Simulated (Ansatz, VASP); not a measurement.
**One calculation of Ni, two programs**

```
Ni
1.0
     0.00000    1.70210    1.70210
     1.70210    0.00000    1.70210
     1.70210    1.70210    0.00000
Ni
1
Cartesian
  0.0000 0.0000 0.0000
```

Alike in both runs: task single point; functional r2SCAN; k mesh 13 × 13 × 13; occupations fermi-dirac, width 0.05 eV; collinear spin.

|  | VASP | Ansatz |
| --- | --- | --- |
| version | VASP 6.6.1 | Ansatz 0.2.0 |
| potentials or method | VASP PAW PBE potentials, release 64 (Ni) | Ansatz PAW |
| plane-wave cutoff (eV) | 520 | 500 |
| valence electrons in the cell | 10 | 18 |

```tsv
	VASP	Ansatz	Ansatz less VASP
gap on the k mesh at the Fermi level (eV)	none	none	-
pressure (GPa)	16.1	15.9	-0.25
net moment per atom (μB)	0.65	0.66	+0.012
size of the moment on the site where the two differ most (μB)	0.66	0.72	+0.062
```

Site moments also hang on the region over which each program counts them. A gap of «none» marks a metal or a gap that the smearing closes. The two sets of potentials don't hold the same shells in valence.

Caveats: so large a pressure means that the cell lies far from this level's equilibrium, or that cutoff or potentials fall short (VASP); the potentials were made for another functional, which shifts forces and pressure (VASP); the magnetic or orbital state may not be the lowest (Ansatz); the PAW data sets come from PBE, with cores solved anew for the run's functional, which leaves a small shift of forces and pressure (Ansatz).
